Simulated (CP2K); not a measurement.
Runs of CP2K 2026.2 on Ir. Symmetry: Fm-3m, No. 225, cubic system. The conventional cell has a = 3.831 Å, b = 3.831 Å, c = 3.831 Å, α = 90.00°, β = 90.00°, γ = 90.00°. Ir (site symmetry m-3m) is surrounded by 12 Ir at 2.71 Å. 

```csv
level,cutoff radius of the dispersion sum (A),cutoff of the non-local correlation (Ry),gap on the mesh (eV),pressure (GPa)
PBEsol+D3,20,-,none,-9.9
PBEsol,-,-,none,-1.7
PBEsol+D4,20,-,none,-7.2
PBEsol+D3(BJ),20,-,none,(a)
PBEsol+D3(BJ)+ATM,20,-,none,(b)
PBEsol+rVV10,-,300,none,-2.8
```

Alike in all rows: task single point; potentials or basis POTENTIAL_UZH Ir GTH-PBE-q17; TZVP-MOLOPT-PBE-GTH basis; no spin polarisation; cell as given; k mesh 12 × 12 × 12; smearing fermi-dirac 0.05 eV.

Problem. Estimate the missing entries.

Solution. (a) -10.0; (b) -8.4.

Caveats: the potentials were made for another functional, which shifts forces and pressure; the basis of atomic orbitals isn't converged, which shifts pressures, moduli and gaps; pairwise dispersion overbinds metals, which lowers pressure and volume (some runs).

A k mesh can miss the band edges, and the runs leave out spin-orbit coupling on Ir.

A gap of «none» marks a metal or a gap under the smearing width.
